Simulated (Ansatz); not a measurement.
Se, space group R-3m, a comparison of functionals at one structure

Program: Ansatz 0.2.0, Python API.

`xc_se.py`:
```python
"""Functional comparison for Se (totals differ with the potentials too)."""

import warnings

import ansatz as az
from ase import Atoms
from tabulate import tabulate


def main() -> None:
    warnings.simplefilter("ignore", az.DeckWarning)

    atoms = Atoms(
        ["Se"],
        scaled_positions=[
            [0.0, 0.0, 0.0],
        ],
        cell=[
            [1.925, 1.111399, 0.881667],
            [-1.925, 1.111399, 0.881667],
            [0.0, -2.222799, 0.881667],
        ],
        pbc=True,
    )
    crystal = az.Crystal.from_ase(atoms)

    setup = (
        crystal.calculation()
        .pseudopotentials("paw")
        .basis(17 * az.Ha)
        .kpoints(spacing=0.29)
        .occupations("cold", width=0.1)  # smearing steadies the SCF of a metal
        .scf(tolerance=1e-08)
        .stress()
    )

    rows = []
    for value in ["rpbe", "r2scan", "blyp", "revpbe"]:
        report = setup.functional(value).run(threads=1).report
        rows.append((value, report["free_energy_ev"] / len(report["lattice"]["sites"]), report["n_iterations"], sum(report["stress_gpa"][i][i] for i in range(3)) / 3, report["n_kpoints"]))

    print(tabulate(rows, headers=["functional", "F/atom (eV)", "iterations", "P (GPa)", "k-points"], floatfmt=".4f", tablefmt="grid"))


if __name__ == "__main__":
    main()
```

Output of `python xc_se.py`:
```text
+--------------+---------------+--------------+-----------+------------+
| functional   |   F/atom (eV) |   iterations |   P (GPa) |   k-points |
+==============+===============+==============+===========+============+
| rpbe         |    -5471.6836 |            6 |  162.8749 |        146 |
+--------------+---------------+--------------+-----------+------------+
| r2scan       |    -5474.7589 |            6 |  162.4422 |        146 |
+--------------+---------------+--------------+-----------+------------+
| blyp         |    -5476.0371 |            6 |  180.0427 |        146 |
+--------------+---------------+--------------+-----------+------------+
| revpbe       |    -5470.0123 |            6 |  161.9765 |        146 |
+--------------+---------------+--------------+-----------+------------+
```

Notes:
- The cutoff lies under the one recommended for these potentials in some of the runs.
- Under the recommended cutoff a pressure can be off by several GPa, even in sign.
- BLYP can be off by several per cent in the lattices of metals, and by several GPa in the pressure at a fixed cell.
- For a metal this k-point mesh is coarse: on a finer one energies can move by several to tens of meV an atom and pressures by half a GPa or more, differences at one mesh by less.
- The program warned that this SCF threshold is loose for forces or stresses.
- Pressure is positive in compression.
- This isn't the structure that Se takes at ambient conditions.
- Total energies of different functionals can't be compared; pressures, moments and gaps at this one structure can.
- The script silences the warnings on its input, which a real study should read.
- Finished in 9.4 s on 1 thread of Arm Neoverse V1 (shared host), peak memory 0.38 GiB.

(Lines on the test bed's own set-up are left out of the output.)
